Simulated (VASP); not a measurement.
# Ti (Fm-3m) in VASP: further runs

Runs on Ti. Level: PBEsol. Tasks: single point.

Program: VASP 6.6.1. These are calculated values, not measurements. Logs are shortened: lines on timing, memory, paths and dates and some standing lists are left out, and cuts for length are marked.

## Step 1: Starting point

The structure is cubic, space group Fm-3m (No. 225). Conventional cell: a = 4.113 Å, b = 4.113 Å, c = 4.113 Å, α = 90.00°, β = 90.00°, γ = 90.00°. Ti (site symmetry m-3m) is surrounded by 12 Ti at 2.91 Å.

This isn't the form of Ti at room conditions, which is hcp.

## Step 2: Single point, PBEsol

Input file INCAR:

```
PREC     = Accurate       # precision mode
ENCUT    = 520            # plane-wave cutoff, eV
EDIFF    = 1E-6           # SCF threshold, eV
ISMEAR   = -1             # smearing method
SIGMA    = 0.15           # smearing width, eV
LREAL    = False          # projectors in reciprocal space
LASPH    = True           # aspherical terms in the spheres
NELM     = 100            # most SCF steps
ALGO     = Fast           # electronic algorithm
ISIF     = 2              # what is computed and relaxed
LWAVE    = False          # write WAVECAR
LCHARG   = False          # write CHGCAR
GGA      = PS             # functional
NBANDS   = 12             # bands
```

Input file KPOINTS:

```
Automatic mesh
0
Gamma
  10 10 10
```

Input file POSCAR:

```
Ti
1.0
    0.0000000000      2.0567135898      2.0567135898
    2.0567135898      0.0000000000      2.0567135898
    2.0567135898      2.0567135898      0.0000000000
Ti
1
Direct
    0.0000000000      0.0000000000      0.0000000000
```

Potentials or basis: VASP PAW PBE potentials, release 64 (Ti_sv).

On the command line:

```console
> cat potpaw_PBE.64/Ti_sv/POTCAR > POTCAR
> mpirun -np 1 vasp_std > vasp.out
```

OUTCAR:

```text
PREC = Accurate
   ENCUT = 520
   EDIFF = 1E-6
   ISMEAR = -1
   LREAL = False
   LASPH = True
   NELM = 100
   ISIF = 2
   GGA = PS

 ion  position               nearest neighbor table
   1  0.000  0.000  0.000-

  LATTYP: Found a face centered cubic cell.
 ALAT       =     4.1134271796

  Lattice vectors:

 A1 = (   0.0000000000,   2.0567135898,   2.0567135898)
 A2 = (   2.0567135898,   0.0000000000,   2.0567135898)
 A3 = (   2.0567135898,   2.0567135898,   0.0000000000)

Analysis of symmetry for initial positions (statically):
=====================================================================
 Subroutine PRICEL returns:
 Original cell was already a primitive cell.

 Routine SETGRP: Setting up the symmetry group for a
 face centered cubic supercell.

 Subroutine GETGRP returns: Found 48 space group operations
 (whereof 48 operations were pure point group operations)
 out of a pool of 48 trial point group operations.

The static configuration has the point symmetry O_h .

Analysis of symmetry for dynamics (positions and initial velocities):
=====================================================================
 Subroutine PRICEL returns:
 Original cell was already a primitive cell.

 Routine SETGRP: Setting up the symmetry group for a
 face centered cubic supercell.

 Subroutine GETGRP returns: Found 48 space group operations
 (whereof 48 operations were pure point group operations)
 out of a pool of 48 trial point group operations.

The dynamic configuration has the point symmetry O_h .

 Subroutine INISYM returns: Found 48 space group operations
 (whereof 48 operations are pure point group operations),
 and found     1 'primitive' translations

----------------------------------------------------------------------------------------

                                     Primitive cell

  volume of cell :      17.4001

  direct lattice vectors                    reciprocal lattice vectors
     0.000000000  2.056713590  2.056713590    -0.243106285  0.243106285  0.243106285
     2.056713590  0.000000000  2.056713590     0.243106285 -0.243106285  0.243106285
     2.056713590  2.056713590  0.000000000     0.243106285  0.243106285 -0.243106285

  length of vectors
     2.908632253  2.908632253  2.908632253     0.421072437  0.421072437  0.421072437

  position of ions in fractional coordinates (direct lattice)
     0.000000000  0.000000000  0.000000000

  ion indices of the primitive-cell ions
   primitive index   ion index
                 1           1

----------------------------------------------------------------------------------------

 KPOINTS: Automatic mesh

Automatic generation of k-mesh.
 Grid dimensions read from file:
 generate k-points for:   10   10   10

 Generating k-lattice:

  Cartesian coordinates                     Fractional coordinates (reciprocal lattice)
    -0.024310628  0.024310628  0.024310628     0.100000000  0.000000000  0.000000000
     0.024310628 -0.024310628  0.024310628     0.000000000  0.100000000  0.000000000
     0.024310628  0.024310628 -0.024310628     0.000000000  0.000000000  0.100000000

  Length of vectors
     0.042107244  0.042107244  0.042107244

  Shift w.r.t. Gamma in fractional coordinates (k-lattice)
     0.000000000  0.000000000  0.000000000

 Subroutine IBZKPT returns following result:
 ===========================================

 Found     47 irreducible k-points:

 Following reciprocal coordinates:
            Coordinates               Weight
  0.000000  0.000000  0.000000      1.000000
  0.100000  0.000000  0.000000      8.000000
  0.200000  0.000000  0.000000      8.000000
  0.300000  0.000000  0.000000      8.000000
  0.400000  0.000000  0.000000      8.000000
  0.500000  0.000000  0.000000      4.000000
[... 16 lines left out ...]
  0.300000  0.300000  0.000000      6.000000
  0.400000  0.300000  0.000000     24.000000
 [... further k-points ...]
   k-points           NKPTS =     47   k-points in BZ     NKDIM =     47   number of bands    NBANDS=     12
   number of dos      NEDOS =    301   number of ions     NIONS =      1
   total plane-waves  NPLWV =  13824
   dimension x,y,z NGX =    24 NGY =   24 NGZ =   24
   dimension x,y,z NGXF=    48 NGYF=   48 NGZF=   48
   ions per type =               1
   NGX,Y,Z   is equivalent  to a cutoff of  13.72, 13.72, 13.72 a.u.
   NGXF,Y,Z  is equivalent  to a cutoff of  27.43, 27.43, 27.43 a.u.
 SYSTEM =  unknown system
   PREC   = accura    normal or accurate (medium, high low for compatibility)
   ISTART =      0    job   : 0-new  1-cont  2-samecut
   ICHARG =      2    charge: 1-file 2-atom 10-const
   ISPIN  =      1    spin polarized calculation?
   LNONCOLLINEAR =      F non collinear calculations
   LSORBIT =      F    spin-orbit coupling
   LASPH  =      T    aspherical Exc in radial PAW
   ENCUT  =  520.0 eV  38.22 Ry    6.18 a.u.   5.41  5.41  5.41*2*pi/ulx,y,z
   NELM   =    100;   NELMIN=  2; NELMDL= -5     # of ELM steps
   EDIFF  = 0.1E-05   stopping-criterion for ELM
   LREAL  =      F    real-space projection
   EDIFFG = 0.1E-04   stopping-criterion for IOM
   NSW    =      0    number of steps for IOM
   IBRION =     -1    ionic relax: 0-MD 1-quasi-New 2-CG
   NFREE  =      0    steps in history (QN), initial steepest desc. (CG)
   ISIF   =      2    stress and relaxation
   ISYM   =      2    0-nonsym 1-usesym 2-fastsym
   POTIM  = 0.5000    time-step for ionic-motion
   TEBEG  =    0.0;   TEEND  =   0.0 temperature during run
   PSTRESS=    0.0 pullay stress
   NELECT =      12.0000    total number of electrons
   NUPDOWN=      -1.0000    fix difference up-down
   EMIN   =  10.00;   EMAX   =-10.00  energy-range for DOS
   EFERMI =   0.00;   METHOD = LEGACY
   ISMEAR =    -1;   SIGMA  =   0.15  broadening in eV -4-tet -1-fermi 0-gaus
   EFERMI_NEDOS =   21; number of points for ismear=-14 and -15
   IALGO  =     68    algorithm
   IMIX   =      4    mixing-type and parameters
     AMIX     =   0.40;   BMIX     =  1.00
     AMIX_MAG =   1.60;   BMIX_MAG =  1.00
  volume/ion in A,a.u.               =      17.40       117.42
  Fermi-wavevector in a.u.,A,eV,Ry     =   1.446388  2.733277 28.463902  2.092038
  Thomas-Fermi vector in A             =   2.564462
   LORBIT       =      0    0 simple, 1 ext, 2 COOP (PROOUT), +10 PAW based schemes
   GGA     = PS    functional components
   LHFCALC =     F    Hartree Fock is set to
   AEXX    =    0.0000 exact exchange contribution
   IVDW    =     0    specifies the selected vdW correction
   LEPSILON=     F    determine dielectric tensor
   LRPA    =     F    only Hartree local field effects (RPA)
 non-spin polarized calculation
 RMM-DIIS sequential band-by-band and
  energy-cutoff  :      520.00
  volume of cell :       17.40
 maximum number of plane-waves:       495
 NGX is ok and might be reduce to    24
   NGX = 11   NGY = 11   NGZ = 11

 number of electron      12.0000002 magnetization

 Free energy of the ion-electron system (eV)
  ---------------------------------------------------
  ext. energy  EPLUGINS =         0.00000000
  ---------------------------------------------------
  free energy    TOTEN  =        -8.33574757 eV

  energy without entropy =       -8.20886938  energy(sigma->0) =       -8.27230847

 E-fermi :   8.0784     XC(G=0): -11.6260

 val. band max:        8.0658595935   @ k =   0.3000   0.0000   0.0000
 cond. band min:       8.0919003744   @ k =  -0.2000   0.1000   0.0000
 fundamental gap:      0.0260407809
 Fermi energy:         8.0783601462

 k-point     1 :       0.0000    0.0000    0.0000
  band No.  band energies     occupation
      1     -48.3922      2.00000
      2     -24.3485      2.00000
      3     -24.3485      2.00000
      4     -24.3485      2.00000
      5       1.9812      2.00000
      6       8.9597      0.00560
      7       8.9597      0.00560
      8       8.9597      0.00560
      9      10.5796      0.00000
     10      10.5796      0.00000
     11      23.3337      0.00000
     12      27.7533      0.00000

 k-point     2 :       0.1000    0.0000    0.0000
  band No.  band energies     occupation
      1     -48.3806      2.00000
      2     -24.4152      2.00000
      3     -24.3569      2.00000
      4     -24.3569      2.00000
      5       2.3015      2.00000
      6       8.7684      0.01990
      7       9.0695      0.00270
      8       9.0695      0.00270
      9      10.5132      0.00000
     10      10.5132      0.00000
     11      23.5411      0.00000
     12      25.7632      0.00000

 k-point     3 :       0.2000    0.0000    0.0000
  band No.  band energies     occupation
      1     -48.3498      2.00000
      2     -24.5872      2.00000
      3     -24.3787      2.00000
      4     -24.3787      2.00000
      5       3.1874      2.00000
      6       8.3492      0.28231
      7       9.2301      0.00093
      8       9.2301      0.00093
      9      10.5101      0.00000
     10      10.5101      0.00000
     11      22.3435      0.00000
     12      24.3130      0.00000
[... 286 lines left out ...]
 k-point    23 :       0.3000    0.3000    0.0000
  band No.  band energies     occupation
      1     -48.2852      2.00000
      2     -24.7725      2.00000
      3     -24.5042      2.00000
      4     -24.5042      2.00000
      5       4.9239      2.00000
      6       7.1352      1.99629
      7       9.1354      0.00174
      8      10.5638      0.00000
      9      10.5638      0.00000
     10      11.2576      0.00000
     11      22.7058      0.00000
     12      22.7058      0.00000

 k-point    24 :       0.4000    0.3000    0.0000
  band No.  band energies     occupation
      1     -48.2607      2.00000
      2     -24.8600      2.00000
      3     -24.5522      2.00000
      4     -24.5306      2.00000
      5       5.5069      2.00000
      6       6.8955      1.99925
      7       9.0323      0.00345
      8      10.6982      0.00000
      9      11.4855      0.00000
     10      11.6014      0.00000
     11      20.3080      0.00000
     12      21.8926      0.00000

 [... further k-points ...]

------------------------ aborting loop because EDIFF is reached ----------------------------------------

  FORCE on cell =-STRESS in cart. coord.  units (eV):
  Direction    XX          YY          ZZ          XY          YZ          ZX
  --------------------------------------------------------------------------------------
  -------------------------------------------------------------------------------------
  Total       -0.4582401     -0.4582401     -0.4582401     -0.0000000     -0.0000000      0.0000000
  in kB      -42.1941482    -42.1941482    -42.1941482     -0.0000000     -0.0000000      0.0000000
  external PRESSURE =     -42.1941482 kB  Pullay stress =       0.0000000 kB

 VOLUME and BASIS-vectors are now :
 -----------------------------------------------------------------------------
  energy-cutoff  :      520.00
  volume of cell :       17.40
      direct lattice vectors                 reciprocal lattice vectors
     0.000000000  2.056713590  2.056713590    -0.243106285  0.243106285  0.243106285
     2.056713590  0.000000000  2.056713590     0.243106285 -0.243106285  0.243106285
     2.056713590  2.056713590  0.000000000     0.243106285  0.243106285 -0.243106285

 POSITION                                       TOTAL-FORCE (eV/Angst)
 -----------------------------------------------------------------------------------
      0.00000      0.00000      0.00000         0.000000     -0.000000     -0.000000
 -----------------------------------------------------------------------------------
    total drift:                                0.000000      0.000000     -0.000000

  FREE ENERGIE OF THE ION-ELECTRON SYSTEM (eV)
  ---------------------------------------------------
  free  energy   TOTEN  =        -8.3357475654 eV

  energy  without entropy=       -8.2088693844  energy(sigma->0) =       -8.27230847
```

Run time: 25 s. Hardware: 1 thread of Intel Xeon Platinum 8175M at 2.50GHz (Skylake/Cascade Lake), shared host; peak memory 0.13 GiB.

What came out:

```yaml
Free_energy: -8.3357 eV
Pressure: -4.2 GPa
Band_gap_on_the_k_mesh: none (metal or under the smearing width)
```

Caveat: the PAW data sets were made with another functional, which shifts forces and pressure a little.

## Step 3: Single point, PBEsol

This run uses another cell than the first one, of 16.40 Å³/atom, 0.942 times its volume.

Input file INCAR:

```
SYSTEM = Ti
PREC = Accurate ; ENCUT = 520
EDIFF = 1E-7 ; ISMEAR = -1
SIGMA = 0.15 ; LREAL = .False.
LASPH = .True. ; NELM = 80
ALGO = Fast ; ISIF = 2
LWAVE = .False. ; LCHARG = .False.
GGA = PS ; NBANDS = 12
```

Input file KPOINTS:

```
Automatic mesh
0
Gamma
  10 10 10
  0 0 0
```

Input file POSCAR:

```
Ti
1.0
    0.0000000000      2.0163754284      2.0163754284
    2.0163754284      0.0000000000      2.0163754284
    2.0163754284      2.0163754284      0.0000000000
Ti
1
Direct
    0.0000000000      0.0000000000      0.0000000000
```

Potentials or basis: VASP PAW PBE potentials, release 64 (Ti_sv).

On the command line:

```console
> cat potpaw_PBE.64/Ti_sv/POTCAR > POTCAR
> mpirun -np 1 vasp_std > vasp.out
```

Run time: 32 s. Hardware: 1 thread of Intel Xeon Platinum 8175M at 2.50GHz (Skylake/Cascade Lake), shared host; peak memory 0.14 GiB.

The run converged. Its results:

| Quantity | Value |
| --- | --- |
| Free energy | -8.3415 eV |
| Pressure | 2.4 GPa |
| Band gap on the k mesh | none (metal or under the smearing width) |

Levels at points of the mesh, in eV from the Fermi level:
```
           k point  band 3  band 4  band 5  band 6  band 7  band 8  band 9  band 10
(0.00, 0.00, 0.00)  -32.25  -32.25   -6.23    0.92    0.92    0.92    2.67     2.67
(0.50, 0.00, 0.00)  -32.36  -32.36   -2.73    0.78    0.78    0.79    3.85     3.85
(0.50, 0.50, 0.00)  -32.54  -32.54   -2.79   -1.87    3.11    3.84    4.17     4.17
```

Caveat: the PAW data sets were made with another functional, which shifts forces and pressure a little.

## Step 4: Single point, PBEsol

This run uses another cell than the first one, of 17.73 Å³/atom, 1.019 times its volume.

Input file INCAR:

```
  PREC = Accurate
  ENCUT = 520
  EDIFF = 1E-7
  ISMEAR = -1
  SIGMA = 0.15
  LREAL = False
  LASPH = True
  NELM = 60
  ALGO = Normal
  ISIF = 2
  LWAVE = False
  LCHARG = False
  GGA = PS
  NBANDS = 12
```

Input file KPOINTS:

```
Automatic mesh
0
Gamma
  10 10 10
```

Input file POSCAR:

```
Ti
1.0
    0.0000000000      2.0698140295      2.0698140295
    2.0698140295      0.0000000000      2.0698140295
    2.0698140295      2.0698140295      0.0000000000
Ti
1
Direct
    0.0000000000      0.0000000000      0.0000000000
```

On the command line:

```console
> cat potpaw_PBE.64/Ti_sv/POTCAR > POTCAR
> mpirun -np 1 vasp_std > vasp.out
```

Wall time 16 s (1 thread of Intel Xeon Platinum 8175M at 2.50GHz (Skylake/Cascade Lake), shared host); peak memory 0.14 GiB.

It converged, with:

```yaml
Free_energy: -8.3255 eV
Pressure: -5.9 GPa
Band_gap_on_the_k_mesh: none (metal or under the smearing width)
```

Levels at points of the mesh, in eV from the Fermi level:
| k point | band 4 | band 5 | band 6 | band 7 | band 8 | band 9 |
| --- | --- | --- | --- | --- | --- | --- |
| (0.00, 0.00, 0.00) | -32.48 | -6.05 | 0.87 | 0.87 | 0.87 | 2.45 |
| (0.50, 0.00, 0.00) | -32.56 | -2.55 | 0.59 | 0.75 | 0.75 | 3.50 |
| (0.50, 0.50, 0.00) | -32.70 | -2.51 | -1.65 | 2.75 | 3.49 | 3.78 |

Caveat: the PAW data sets were made with another functional, which shifts forces and pressure a little.

## Step 5: The runs side by side

| cell | gap on the mesh (eV) | pressure (GPa) |
| --- | --- | --- |
| Fm-3m, 17.4 Å³/atom | none | -4.2 |
| Fm-3m, 16.4 Å³/atom | none | 2.4 |
| Fm-3m, 17.73 Å³/atom | none | -5.9 |

Alike in all rows: task single point; level PBEsol; potentials or basis VASP PAW PBE potentials, release 64 (Ti_sv); no spin polarisation; k mesh 10 × 10 × 10; cutoff (eV) 520; smearing fermi-dirac 0.15 eV.

Every run on the cell as given and a fine mesh finds a metal.

Caveats: the PAW data sets were made with another functional, which shifts forces and pressure a little.

Absolute energies hang on the potentials; compare differences alone.
